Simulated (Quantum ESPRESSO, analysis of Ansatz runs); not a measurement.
# Migration in HfO2 (P2_1/c): O_i by the interstitialcy path, charge −2 (Quantum ESPRESSO), part 2 of 3

Aim: the barrier of one jump in HfO2 (P2_1/c) at charge −2: O_i by the interstitialcy path. The model is a cell of 48 host atoms with 1 O put in; O is the atom that moves.

Quantum ESPRESSO 7.5; Quantum ESPRESSO plane-wave DFT, PBEsol, GBRV 1.5 PBEsol potentials; nudged elastic band between two relaxed defect structures at fixed charge in a uniform background.

So far: Set-up; Relaxation of the start point, charge −2.

## 3. Relaxation of the end point, charge −2

Level of this step: Quantum ESPRESSO plane-wave DFT, PBEsol, GBRV 1.5 PBEsol potentials; relaxation of all atoms of a defect supercell at fixed charge in a uniform background (Quantum ESPRESSO).

The end point is relaxed in the same cell and settings, so that the two energies compare. Atoms more than 3.2 Å from the middle of the hop start where the first relaxation left them, the nearer ones on or close to their ideal places, with small random displacements.

pw.in reads:

```
&CONTROL
  calculation = 'relax'
  prefix = 'pwscf'
  outdir = './tmp'
  pseudo_dir = './pseudo'
  tprnfor = .true.
  disk_io = 'low'
  nstep = 70
  forc_conv_thr = 0.0012
  etot_conv_thr = 0.0001
/
&SYSTEM
  ibrav = 0
  nat = 49
  ntyp = 2
  ecutwfc = 36
  ecutrho = 288
  nbnd = 200
  occupations = 'fixed'
  tot_charge = -2
  nosym = .true.
/
&ELECTRONS
  conv_thr = 5d-08
  electron_maxstep = 100
  mixing_beta = 0.5
/
&IONS
  ion_dynamics = 'bfgs'
/
ATOMIC_SPECIES
Hf   178.4900 hf_pbesol_v1.uspp.F.UPF
O     15.9990 o_pbesol_v1.2.uspp.F.UPF
CELL_PARAMETERS angstrom
  -5.9416700219    5.1632183080    5.1583953540
   4.2040263251   -5.1632183080    5.1655566081
   5.9416700219    5.1632183080   -5.1583953540
ATOMIC_POSITIONS crystal
Hf     0.0805965440    0.4948213790    0.8655676768
Hf     0.0796255706    0.9936395202    0.3693596579
[... 1 atom line left out ...]
Hf     0.5830419306    0.9928275428    0.8667402518
[... 3 atom lines left out ...]
Hf     0.8740774171    0.7562387210    0.8399785486
[... 1 atom line left out ...]
Hf     0.4173703687    0.5075978819    0.6314818330
Hf     0.9177421328    0.0064803297    0.6320680195
[... 8 atom lines left out ...]
O      0.8616959222    0.7143100417    0.5950532219
[... 1 atom line left out ...]
O      0.3793613588    0.5348809144    0.3977565900
[... 5 atom lines left out ...]
O      0.6379319885    0.7853330822    0.4047730722
[... 2 atom lines left out ...]
O      0.6192407822    0.4629094472    0.6022939919
[... 7 atom lines left out ...]
O      1.0028862184    0.0457242400    0.8853918981
[... 4 atom lines left out ...]
O      0.7509372217    0.8322476658    1.0497022407
[... 3 atom lines left out ...]
O      0.4967554220    0.9539686363    0.6153403091
O      0.6623790021    0.7939496587    0.8017194783
K_POINTS gamma
```

On the command line:

```sh
> OMP_NUM_THREADS=1 mpirun -n 4 pw.x -in pw.in > pw.out
```

What it wrote:

```text
[shortened: banners, details of potentials and solvers, and blank lines are left out]
[banner, memory and clock lines left out]
     gamma-point specific algorithms are used
     one sub-group per band group will be used
     bravais-lattice index     =            0
     lattice parameter (alat)  =      17.7847  a.u.
     unit-cell volume          =    3650.0307 (a.u.)^3
     number of atoms/cell      =           49
     number of atomic types    =            2
     number of electrons       =       392.00
     number of Kohn-Sham states=          200
     kinetic-energy cutoff     =      36.0000  Ry
     charge density cutoff     =     288.0000  Ry
     scf convergence threshold =      5.0E-08
     mixing beta               =       0.5000
     number of iterations used =            8  plain     mixing
     energy convergence thresh.=      1.0E-04
     force convergence thresh. =      1.2E-03
     Exchange-correlation= SLA  PW   PSX  PSC
                           (   1   4  10   8   0   0   0)
     nstep                     =           70
     crystal axes: (cart. coord. in units of alat)
               a(1) = (  -0.631338   0.548623   0.548110 )
               a(2) = (   0.446703  -0.548623   0.548871 )
               a(3) = (   0.631338   0.548623  -0.548110 )
     PseudoPot. # 1 for Hf read from file:
     hf_pbesol_v1.uspp.F.UPF
     Pseudo is Ultrasoft + core correction, Zval = 12.0
[...]
PseudoPot. # 2 for O  read from file:
     o_pbesol_v1.2.uspp.F.UPF
     Pseudo is Ultrasoft + core correction, Zval =  6.0
[...]
atomic species   valence    mass     pseudopotential
     Hf               12.00   178.49000     Hf( 1.00)
     O                 6.00    15.99900     O ( 1.00)
     No symmetry found
     site n.     atom                  positions (alat units)
         1        Hf     tau(   1) = (   0.7166204   0.2476170  -0.1586576  )
         2        Hf     tau(   2) = (   0.6267820  -0.2988098   0.3865740  )
         3        Hf     tau(   3) = (   0.0842427   0.2502387   0.3876285  )
         4        Hf     tau(   4) = (   0.6226086   0.2506958   0.3894366  )
         5        Hf     tau(   5) = (   0.4090820   0.5245813  -0.1274748  )
         6        Hf     tau(   6) = (   0.3192047  -0.0266560   0.4383116  )
         7        Hf     tau(   7) = (  -0.2233546   0.5237147   0.4358221  )
         8        Hf     tau(   8) = (   0.3162862   0.5254805   0.4337677  )
[...]
number of k points=     1
                       cart. coord. in units 2pi/alat
        k(    1) = (   0.0000000   0.0000000   0.0000000), wk =   2.0000000
     Dense  grid:   150556 G-vectors     FFT dimensions: ( 100,  90, 100)
     Smooth grid:    53237 G-vectors     FFT dimensions: (  72,  64,  72)
     Check: negative core charge=   -0.000004
     starting charge     357.9999, renormalised to     392.0000
     Self-consistent Calculation
     iteration #  1     ecut=    36.00 Ry     beta= 0.50
     total energy              =   -3603.05430181 Ry
     estimated scf accuracy    <      16.27667881 Ry
     iteration #  2     ecut=    36.00 Ry     beta= 0.50
     total energy              =   -3601.93723256 Ry
     estimated scf accuracy    <      10.41481965 Ry
     iteration #  3     ecut=    36.00 Ry     beta= 0.50
     total energy              =   -3605.41210794 Ry
     estimated scf accuracy    <       6.84505003 Ry
[...]
estimated scf accuracy    <       0.00003008 Ry
[... 197 further cycles ...]
     iteration #  6     ecut=    36.00 Ry     beta= 0.50
     total energy              =   -3606.01930120 Ry
     estimated scf accuracy    <          3.8E-09 Ry
     iteration #  7     ecut=    36.00 Ry     beta= 0.50
     total energy              =   -3606.01930120 Ry
     estimated scf accuracy    <          7.8E-10 Ry
     iteration #  8     ecut=    36.00 Ry     beta= 0.50
     End of self-consistent calculation
          k = 0.0000 0.0000 0.0000 (  6643 PWs)   bands (ev):
   -49.1364 -49.1203 -49.1160 -49.0934 -49.0895 -49.0785 -49.0605 -49.0595
   -49.0492 -49.0305 -49.0186 -49.0063 -49.0024 -48.9784 -48.8956 -48.8375
   -18.2594 -18.2293 -18.1814 -18.1554 -18.1445 -18.1355 -18.1141 -18.0877
   -18.0713 -18.0644 -18.0587 -18.0470 -18.0404 -18.0138 -17.9996 -17.9800
   -17.9644 -17.9609 -17.9504 -17.9418 -17.9197 -17.8925 -17.8676 -17.8573
   -17.8504 -17.8418 -17.8279 -17.8237 -17.8096 -17.8034 -17.7942 -17.7697
   -17.7603 -17.7419 -17.7377 -17.7303 -17.7197 -17.7136 -17.7100 -17.6943
   -17.6807 -17.6748 -17.6645 -17.6317 -17.5964 -17.5755 -17.5375 -17.4645
[...]
highest occupied, lowest unoccupied level (ev):    11.6280   15.5403
!    total energy              =   -3606.01930120 Ry
     estimated scf accuracy    <          6.5E-11 Ry
     The total energy is the sum of the following terms:
     one-electron contribution =    -502.02378590 Ry
     hartree contribution      =     486.00201622 Ry
     xc contribution           =   -1448.21632902 Ry
     ewald contribution        =   -2141.78120250 Ry
     convergence has been achieved in   8 iterations
     Forces acting on atoms (cartesian axes, Ry/au):
     atom    1 type  1   force =     0.00035165    0.00053649   -0.00004628
     atom    2 type  1   force =    -0.00031127   -0.00042468   -0.00000263
     atom    3 type  1   force =     0.00066782   -0.00044273   -0.00015802
     atom    4 type  1   force =    -0.00032783    0.00006423    0.00003147
     atom    5 type  1   force =     0.00016384    0.00030278    0.00048942
     atom    6 type  1   force =     0.00003276   -0.00004711    0.00022669
     atom    7 type  1   force =     0.00023406   -0.00023745    0.00001497
     atom    8 type  1   force =    -0.00044249    0.00031473    0.00013991
[...]
Total force =     0.005153     Total SCF correction =     0.000020
     Energy error            =      5.9E-05 Ry
     Gradient error          =      1.4E-03 Ry/Bohr
     number of scf cycles    =  23
     number of bfgs steps    =  22
     energy             old  =   -3606.0192417899 Ry
     energy             new  =   -3606.0193012003 Ry
     CASE: energy            _new < energy            _old
     new trust radius        =       0.0066297198 bohr
     new conv_thr            =       0.0000000005 Ry
ATOMIC_POSITIONS (crystal)
Hf               0.0759123644        0.4921001510        0.8655152772
Hf               0.0647176007        0.9731148899        0.3445599365
Hf               0.5908306322        0.5073977209        0.3678570523
Hf               0.5730460549        0.9875361322        0.8619277616
Hf               0.3665899485        0.2555329473        0.8347873900
Hf               0.3716722484        0.7566229766        0.3351095357
Hf               0.8663348882        0.2475064427        0.3344238194
Hf               0.8754074420        0.7784674941        0.8826985269
[...]
Check: negative core charge=   -0.000004
     Self-consistent Calculation
     iteration #  1     ecut=    36.00 Ry     beta= 0.50
     total energy              =   -3606.01933343 Ry
     estimated scf accuracy    <       0.00003862 Ry
     iteration #  2     ecut=    36.00 Ry     beta= 0.50
     total energy              =   -3606.01933803 Ry
     estimated scf accuracy    <       0.00000559 Ry
     iteration #  3     ecut=    36.00 Ry     beta= 0.50
     total energy              =   -3606.01933905 Ry
     estimated scf accuracy    <       0.00000098 Ry
[...]
estimated scf accuracy    <       0.00000008 Ry
     iteration #  5     ecut=    36.00 Ry     beta= 0.50
     total energy              =   -3606.01933920 Ry
     estimated scf accuracy    <       0.00000002 Ry
     iteration #  6     ecut=    36.00 Ry     beta= 0.50
     total energy              =   -3606.01933921 Ry
     estimated scf accuracy    <          2.2E-09 Ry
     iteration #  7     ecut=    36.00 Ry     beta= 0.50
     End of self-consistent calculation
          k = 0.0000 0.0000 0.0000 (  6643 PWs)   bands (ev):
   -49.1360 -49.1226 -49.1159 -49.0918 -49.0888 -49.0765 -49.0613 -49.0604
   -49.0503 -49.0301 -49.0179 -49.0040 -48.9989 -48.9784 -48.8972 -48.8400
   -18.2597 -18.2290 -18.1812 -18.1551 -18.1441 -18.1354 -18.1137 -18.0876
   -18.0712 -18.0641 -18.0585 -18.0467 -18.0401 -18.0141 -17.9992 -17.9794
   -17.9642 -17.9611 -17.9502 -17.9414 -17.9198 -17.8924 -17.8679 -17.8572
   -17.8502 -17.8423 -17.8273 -17.8236 -17.8095 -17.8033 -17.7939 -17.7691
   -17.7600 -17.7418 -17.7374 -17.7298 -17.7194 -17.7128 -17.7099 -17.6939
   -17.6805 -17.6742 -17.6644 -17.6323 -17.5975 -17.5760 -17.5389 -17.4663
[...]
highest occupied, lowest unoccupied level (ev):    11.6264   15.5407
!    total energy              =   -3606.01933921 Ry
     estimated scf accuracy    <          4.0E-10 Ry
     The total energy is the sum of the following terms:
     one-electron contribution =    -502.03366857 Ry
     hartree contribution      =     486.00640028 Ry
     xc contribution           =   -1448.21708432 Ry
     ewald contribution        =   -2141.77498660 Ry
     convergence has been achieved in   7 iterations
     Forces acting on atoms (cartesian axes, Ry/au):
     atom    1 type  1   force =     0.00032024    0.00042002    0.00006319
     atom    2 type  1   force =    -0.00022562   -0.00024073    0.00018697
     atom    3 type  1   force =     0.00019005   -0.00028408   -0.00070404
     atom    4 type  1   force =    -0.00014427    0.00001721   -0.00009504
     atom    5 type  1   force =    -0.00005472    0.00016947    0.00008275
     atom    6 type  1   force =     0.00034896   -0.00024222    0.00014686
     atom    7 type  1   force =     0.00001166    0.00046008    0.00022448
     atom    8 type  1   force =    -0.00053092   -0.00006546    0.00016333
[...]
Total force =     0.004065     Total SCF correction =     0.000074
     Energy error            =      3.8E-05 Ry
     Gradient error          =      1.0E-03 Ry/Bohr
     bfgs converged in  24 scf cycles and  23 bfgs steps
     (criteria: energy <  1.0E-04 Ry, force <  1.2E-03 Ry/Bohr)
     End of BFGS Geometry Optimization
     Final energy             =   -3606.0193392067 Ry
Begin final coordinates
ATOMIC_POSITIONS (crystal)
Hf               0.0759123644        0.4921001510        0.8655152772
Hf               0.0647176007        0.9731148899        0.3445599365
Hf               0.5908306322        0.5073977209        0.3678570523
Hf               0.5730460549        0.9875361322        0.8619277616
Hf               0.3665899485        0.2555329473        0.8347873900
Hf               0.3716722484        0.7566229766        0.3351095357
Hf               0.8663348882        0.2475064427        0.3344238194
Hf               0.8754074420        0.7784674941        0.8826985269
[...]
End final coordinates
```

Run time: 8.7 min. Hardware: 4 MPI ranks of Arm Neoverse V1, shared host; peak memory 1.4 GiB; 35 min of CPU time.

Relaxation path (22 of 24):

```tsv
step	energy less that of the first step (eV)
0	0.0000
1	-2.7439
2	-4.0267
3	-4.7932
4	-5.3785
5	-5.6604
7	-6.0384
8	-6.1841
9	-6.2890
10	-6.3929
11	-6.4771
12	-6.5460
13	-6.5908
14	-6.6205
15	-6.6408
16	-6.6520
18	-6.6620
19	-6.6643
20	-6.6659
21	-6.6670
22	-6.6679
23	-6.6684
```

The atoms that moved most (Å):

```tsv
atom	dx	dy	dz	length
O46	-0.360	0.675	0.568	0.952
O44	-0.116	0.436	0.329	0.559
O36	0.178	0.353	-0.303	0.498
O33	-0.172	-0.331	0.272	0.462
Hf8	0.339	0.113	-0.099	0.371
O38	-0.111	0.069	0.282	0.311
O49	-0.103	-0.233	0.029	0.256
O39	0.119	-0.089	-0.160	0.219
```

Neighbours of O49 at the end:

```tsv
atom	distance (Å)
Hf4	2.035
Hf8	2.058
Hf10	2.093
O31	2.477
O44	2.486
O34	2.512
O39	2.658
O48	2.689
O22	2.730
```

Numbers from this step:

- highest filled level: 11.63 eV
- lowest empty level: 15.54 eV
- r.m.s. move of the farther half of the atoms: 0.1564 Å
- largest move from the ideal geometry of this structure, a common shift of the far atoms taken out: 0.9973 Å

The relaxation gained 6.668 eV and ended with a largest force component of 0.026 eV/Å. The end lies within 1 meV of the start.

[end of part 2 of 3]

[Logs are printed without paths, hosts, clocks, repeated set-up lines and the standing remarks that a program may print on its own settings, such as how far it seeks lower states.]

[Hosts, paths, dates, database ids (printed as entryN), source tags and the programs' standing remarks are cut or masked in the printed files.]
